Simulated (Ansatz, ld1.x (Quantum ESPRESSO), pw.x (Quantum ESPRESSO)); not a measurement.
## Equation-of-state test of one TM potential (aluminium)

aluminium (Al), norm-conserving Troullier–Martins (Kleinman–Bylander form), made with ld1.x (Quantum ESPRESSO) 7.5 (PBEsol, scalar-relativistic). Core [Ne], reference 3s2 3p1. Waves: 3p (bound): rc 1.65 bohr; 3s (bound): rc 2.10 bohr. Local part: the s channel. Core correction: none.

Atomic tests: cutoffs needed: 18 Ry and 35 Ry (the cutoffs (Ry, on a coarse ladder) from which the occupation-weighted sum of valence levels, in a spherical-Bessel basis at the reference potential, stays within 10 and 1 mRy of its value at 400 Ry); ghost test: no extra level below or beside the all-electron valence levels (p, s, d, f tested) (spherical-Bessel basis up to 400 Ry, 20 bohr box); largest excitation error: +28 meV (all-electron minus pseudo) for 3s0 3p3, out of 7 test configurations.

Crystal test: fcc Al in pw.x 7.5, no spin, 14³ k-points, Fermi–Dirac smearing 0.01 Ry, cutoffs 45/180 Ry. The reference is all-electron LAPW (Ansatz 0.2.0) with the same functional, mesh and smearing; V0 and B0 come from Birch–Murnaghan fits to the pressures at five volumes. Errors are pseudo minus all-electron; Δ is the rms difference of the E(V) curves that follow from these fits, minima aligned, over ±6 % about the mean V0. Mesh and smearing are coarse, so the numbers serve the comparison and aren't converged zero-temperature values; the lattice is a test structure that the element need not adopt.

All-electron: a0 = 4.015 Å (V0 = 16.18 Å³/atom), B0 = 81.2 GPa.

How far does the potential miss the all-electron equation of state?

mean pressure error (GPa): +7.49. The pressure does not cross zero within the volumes sampled, so no fit is given. This is a poor potential for the solid. The atomic tests give no hint of an error of this size, and its cause was not traced.

| V (Å³/atom) | P all-electron (GPa) | P pseudo (GPa) |
| --- | --- | --- |
| 15.397 | 4.49 | 13.08 |
| 15.802 | 2.01 | 9.99 |
| 16.207 | -0.16 | 7.28 |
| 16.612 | -2.03 | 4.90 |
| 17.017 | -3.66 | 2.82 |

At the middle volume, how do free energy and pressure move when the wave cutoff is lowered (ecutrho kept at four times it)?

```tsv
cutoff (Ry)	shift of F (meV/atom)	shift of P (GPa)
20	+149.3	-0.13
27	+76.0	-1.23
36	+8.3	-0.47
```

The run at the middle volume (104 k-points, 6 iterations) took about 5 s on one core of a shared host (Neoverse-V1, 32 threads, 247 GiB, load 28).
